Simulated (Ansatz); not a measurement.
**Iron, A15 under PBE: relaxation and energy**

Aim: take iron in the A15 structure, relax it, then solve it on a dense k-mesh. The start is ferromagnetic. The k-meshes are 6×6×6 for the relaxation; 8×8×8 for the dense run.

Computed with Ansatz 0.2.0 (DFT PBE, plane waves (420 eV) with PAW, scalar-relativistic, unless a step says otherwise).

**1. The structure to begin with**

It takes space group Pm-3n (No. 223, cubic). The conventional cell has a = 4.550 Å, b = 4.550 Å, c = 4.550 Å, α = 90.00°, β = 90.00°, γ = 90.00°. Fe (site symmetry m-3) has 12 Fe at 2.54 Å as nearest neighbours. Around Fe (site symmetry -4m2) lie 6 Fe at 2.28 to 2.54 Å.

As a file:

```xyz
8
Lattice="4.5503 0.0000 0.0000 0.0000 4.5503 0.0000 0.0000 0.0000 4.5503" Properties=species:S:1:pos:R:3 pbc="T T T"
Fe    0.0000    0.0000    0.0000
Fe    2.2751    2.2751    2.2751
Fe    1.1376    0.0000    2.2751
Fe    3.4127    0.0000    2.2751
Fe    2.2751    1.1376    0.0000
Fe    2.2751    3.4127    0.0000
Fe    0.0000    2.2751    1.1376
Fe    0.0000    2.2751    3.4127
```

Starting moments (μB): +2.5 ×8.

**2. Relaxation of the cell**

File input.yaml:

```yaml
crystal:
  lattice:
    - [4.5502851155, 0.0, 0.0]
    - [0.0, 4.5502851155, 0.0]
    - [0.0, 0.0, 4.5502851155]
  atoms:
    - { symbol: Fe, position: [0.0, 0.0, 0.0], spin: 2.5 }
    - { symbol: Fe, position: [0.5, 0.5, 0.5], spin: 2.5 }
    - { symbol: Fe, position: [0.25, 0.0, 0.5], spin: 2.5 }
    - { symbol: Fe, position: [0.75, 0.0, 0.5], spin: 2.5 }
    - { symbol: Fe, position: [0.5, 0.25, 0.0], spin: 2.5 }
    - { symbol: Fe, position: [0.5, 0.75, 0.0], spin: 2.5 }
    - { symbol: Fe, position: [0.0, 0.5, 0.25], spin: 2.5 }
    - { symbol: Fe, position: [0.0, 0.5, 0.75], spin: 2.5 }
hamiltonian:
  xc: pbe
  pseudopotentials:
    kind: paw
    azcp:
      Fe: "pseudopotentials/Fe.paw.azcp"
basis:
  ecutwfc: 420
  fft_grid_basis: typed
kpoints:
  mp_grid: { grid: [6, 6, 6], shift: [0, 0, 0] }
magnetization:
  spin_polarized: true
scf:
  occupations: { method: fermi_dirac, width: 0.05 }
relax:
  max_steps: 60
  f_tol: 0.01
  cell: {}
```

After this run come: Single point on a dense mesh.

Before running it: what results should come out? Wanted: space group; conventional cell; volume; shortest distance; gap on the mesh; magnetic state; relative to bcc, ferromagnetic.

**Answer**, as computed:

| quantity | value |
| --- | --- |
| space group (spins left aside) | Pm-3n (No. 223) |
| conventional cell | a = 4.515 Å |
| volume | 11.503 Å³/atom |
| shortest distance | 2.257 Å |
| gap on the mesh | none (levels filled in part) |
| magnetic state | ferromagnetic, up to 2.20 μB per atom |
| relative to bcc, ferromagnetic | +92 meV/atom |

In words: From the guessed start the volume shrank by 2.3 % in 5 steps. It lies 92 meV/atom above the element's reference form at the same level (bcc, ferromagnetic, from a run of its own). The final state is ferromagnetic (largest moment 2.20 μB). No gap shows: it is a metal or semimetal at this level. Relaxation kept the symmetry; phonons were not checked.
